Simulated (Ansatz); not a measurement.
BaTe, CsCl type, relaxed with r2SCAN: 4 runs in Ansatz 0.2.0, each a calculation of independent-particle optics. It is cubic, Pm-3m (No. 221); conventional cell a = 4.245 Å, 38.24 Å³ an atom. Ba is surrounded by 8 Te at 3.68 Å; Te is surrounded by 8 Ba at 3.68 Å. Note: simulated data, non-magnetic, for a generated structure that need not be the stable one.

```xyz
2
Lattice="4.2448 0.0000 0.0000 0.0000 4.2448 0.0000 0.0000 0.0000 4.2448" Properties=species:S:1:pos:R:3 pbc="T T T"
Ba    0.0000    0.0000    0.0000
Te    2.1224    2.1224    2.1224
```

On meshes this coarse, single peaks can be features of the mesh. No local fields, no excitons; the zone sum runs over the cells of the mesh, and ε∞ includes the bands left out of the spectrum. Up to four peaks are listed, those above 15 % of the tallest and inside the complete range; the four can differ from row to row. Rows marked drawn have settings drawn at random (some not listed).

```json
{"functional": "PBE", "k mesh": "4×4×4", "broadening (eV)": "0.1", "scissors (eV)": "0.00", "range (eV)": "0–12", "settings": "chosen", "direct gap on the mesh before scissors (eV)": "1.06", "ε∞ xx": "8.89", "ε∞ yy": "8.89", "ε∞ zz": "8.89", "complete up to (eV)": "12.0", "tallest peaks of mean ε₂ (eV)": "3.95 5.10 5.55 6.05"}
{"functional": "r2SCAN", "k mesh": "4×4×4", "broadening (eV)": "0.1", "scissors (eV)": "0.00", "range (eV)": "0–12", "settings": "chosen", "direct gap on the mesh before scissors (eV)": "1.47", "ε∞ xx": "7.35", "ε∞ yy": "7.35", "ε∞ zz": "7.35", "complete up to (eV)": "12.0", "tallest peaks of mean ε₂ (eV)": "4.40 5.55 5.95 6.55"}
{"functional": "PBE", "k mesh": "4×4×4", "broadening (eV)": "0.1", "scissors (eV)": "0.65 (to HSE06)", "range (eV)": "0–12", "settings": "chosen", "direct gap on the mesh before scissors (eV)": "1.06", "ε∞ xx": "7.72", "ε∞ yy": "7.72", "ε∞ zz": "7.72", "complete up to (eV)": "12.0", "tallest peaks of mean ε₂ (eV)": "4.60 5.75 6.20 6.70"}
{"functional": "LDA", "k mesh": "6×6×6", "broadening (eV)": "0.05", "scissors (eV)": "2.50", "range (eV)": "2–15", "settings": "drawn", "direct gap on the mesh before scissors (eV)": "0.93", "ε∞ xx": "6.03", "ε∞ yy": "6.03", "ε∞ zz": "6.03", "complete up to (eV)": "15.0", "tallest peaks of mean ε₂ (eV)": "6.40 7.55 7.90 8.05"}
```

The fundamental gap is indirect (0.84 eV with PBE on 4×4×4); the table holds the direct one.

Spin-orbit coupling is left out, which matters wherever the heavy atoms make up the band edges.
